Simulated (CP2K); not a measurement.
The system is V.

```
V
1.0
     2.62293    0.00000    0.00000
    -0.87431    2.47292    0.00000
    -0.87431   -1.23646    2.14161
V
1
Direct
  0.00000 0.00000 0.00000
```

Program: CP2K 2026.2. Alike in all runs: spin collinear, ferromagnetic start; cell as given; k mesh 12 × 12 × 12.

**Question.** Order these runs on this cell by their pressure, lowest first.
A. level LDA; potentials or basis GTH_POTENTIALS V GTH-PADE-q13; TZVP-MOLOPT-PBE-GTH basis; smearing fermi-dirac 0.05 eV; EPS_DEFAULT 1.0E-9; NGRIDS 5; potentials V GTH-PADE-q13 of GTH_POTENTIALS; points a segment of the path (NPOINTS) 10; bands added on the path 6
B. level RPBE; potentials or basis POTENTIAL_UZH V GTH-PBE-q13; TZVP-MOLOPT-PBE-GTH basis; smearing gaussian 0.1 eV; EPS_DEFAULT 1.0E-10; NGRIDS 4; potentials V GTH-PBE-q13 of POTENTIAL_UZH
C. level PBEsol; potentials or basis POTENTIAL_UZH V GTH-PBE-q13; TZVP-MOLOPT-PBE-GTH basis; smearing fermi-dirac 0.05 eV; EPS_DEFAULT 1.0E-9; NGRIDS 5; potentials V GTH-PBE-q13 of POTENTIAL_UZH; points a segment of the path (NPOINTS) 8; bands added on the path 2
D. level PBE; potentials or basis POTENTIAL_UZH V GTH-PBE-q13; TZVP-MOLOPT-PBE-GTH basis; smearing gaussian 0.02 eV; EPS_DEFAULT 1.0E-10; NGRIDS 4; potentials V GTH-PBE-q13 of POTENTIAL_UZH

**Answer.** A (-16.8 GPa), C (-11.1 GPa), D (-4.6 GPa), B (-0.5 GPa).

Caveats: the basis of atomic orbitals isn't converged, which shifts pressures, moduli and gaps; the potentials were made for another functional, which shifts forces and pressure (some runs); so large a pressure means that the cell lies far from this level's equilibrium, or that cutoff or potentials fall short (some runs).

Not every run made on this cell is shown here.
